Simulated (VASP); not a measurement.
Runs of VASP 6.6.1 on C. The structure is hexagonal, space group P6_3/mmc (No. 194). The conventional cell has a = 2.522 Å, b = 2.522 Å, c = 8.237 Å, α = 90.00°, β = 90.00°, γ = 120.00°. Around C (site symmetry 3m) lie 4 C at 1.54 Å. Around C (site symmetry 3m) lie 4 C at 1.54 Å. This is a hexagonal form of diamond, not graphite.

```csv
level,cell,gap on the mesh (eV),pressure (GPa),largest force (eV/Å)
PBE,"P6_3/mmc, 5.67 Å³/atom",4.41,2.9,0.33
PBE,"P6_3/mmc, 5.79 Å³/atom",4.37,(b),0.32
BLYP,"P6_3/mmc, 5.33 Å³/atom",4.92,43.7,0.38
BLYP,"P6_3/mmc, 5.9 Å³/atom",4.64,(a),0.32
```

Alike in all rows: task single point; potentials or basis VASP PAW PBE potentials, release 64 (C); no spin polarisation; k mesh 12 × 12 × 4; cutoff (eV) 520; smearing fermi-dirac 0.05 eV.

Task: Fill in the values left out.

Result: (a) -4.3; (b) -5.6.

Caveats: the PAW data sets were made with another functional, which shifts forces and pressure a little (some runs); a pressure of tens of GPa on the cell as given is suspect, and the run, the potentials or the cell itself is likely at fault (some runs).

A k mesh can miss the band edges.
